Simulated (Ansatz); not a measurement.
**SrCl$_{2}$: enthalpy against pressure**

SrCl$_{2}$, Fm-3m, a = 6.995 Å. The structure is a COD entry; whether it is the stable form wasn't checked. Ansatz: r2SCAN, PAW, 500 eV, Γ-centred 6×6×6 mesh on 3 atoms, Gaussian smearing 0.02 eV; no spin polarisation. Cell and atoms are relaxed at each pressure, and no other structure is tried, so the rows at high pressure may lie past a change of phase. y is the enthalpy over the state at zero pressure; there V0 = 28.524 Å³/atom. The pressures are the targets, met within 0.06 GPa.

| P (GPa) | y (eV/atom) |
| --- | --- |
| -2.0 | -0.3665 |
| 0.0 | 0.0000 |
| 2.0 | 0.3473 |
| 5.0 | 0.8415 |
| 10.0 | 1.6126 |
| 20.0 | ? |
| 40.0 | 5.5151 |

Question: Fit y = c1 P + c2 P² + c3 P³ to the other rows, say what c1 and c2 mean, and predict the missing value.

Answer: Least squares on the rows shown. y = 0.17779 P − 0.0018859 P² + 2.2205×10⁻⁵ P³. Since dH/dP = V, c1 is V0: 0.17779 eV/GPa × 160.2 = 28.482 Å³ against 28.524; c2 = −V0/(2B0) gives B0 = 47 GPa, where a Birch–Murnaghan fit to the volumes of the same runs (not shown) gives 38 GPa: a cubic over this range folds the higher terms into c2. Above P = −c2/(3 c3) = 28 GPa the cubic's slope, the volume, would rise with pressure, so the form fails there. At P = 20.0 the fit asked for gives 2.9791 eV/atom. The run gave 3.0218 eV/atom, so the fit is 0.0427 eV/atom too low, 0.73 % of the span of the series, against an rms of 0.0021 eV/atom on the fitted rows. With a term in P⁴ added, a fit to the same known rows predicts 3.0599 eV/atom, which misses by about as much or more on the other side: the known rows don't fix the higher terms.